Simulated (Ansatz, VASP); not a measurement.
**One calculation of K, two programs**

```
K
1.0
    -2.69756    2.69756    2.69756
     2.69756   -2.69756    2.69756
     2.69756    2.69756   -2.69756
K
1
Direct
  0.00000 0.00000 0.00000
```

Alike in both runs: task single point; functional RPBE; k mesh 7 × 7 × 7; occupations gaussian, width 0.05 eV; no spin polarisation.

|  | VASP | Ansatz |
| --- | --- | --- |
| version | VASP 6.6.1 | Ansatz 0.2.0 |
| potentials or method | VASP PAW PBE potentials, release 54 (K_sv) | Ansatz PAW |
| plane-wave cutoff (eV) | 520 | 420 |
| valence electrons in the cell | 9 | 9 |

|  | VASP | Ansatz | Ansatz less VASP |
| --- | --- | --- | --- |
| gap on the k mesh at the Fermi level (eV) | none | none | - |
| pressure (GPa) | 0.1 | 0.1 | +0.01 |

A gap of «none» marks a metal or a gap that the smearing closes. The functional is the same, so the differences come from potentials, cutoffs and numerics.

Caveats: the PAW data sets were made with another functional, which shifts forces and pressure a little (VASP); the PAW data sets come from PBE, with cores solved anew for the run's functional, which leaves a small shift of forces and pressure (Ansatz).
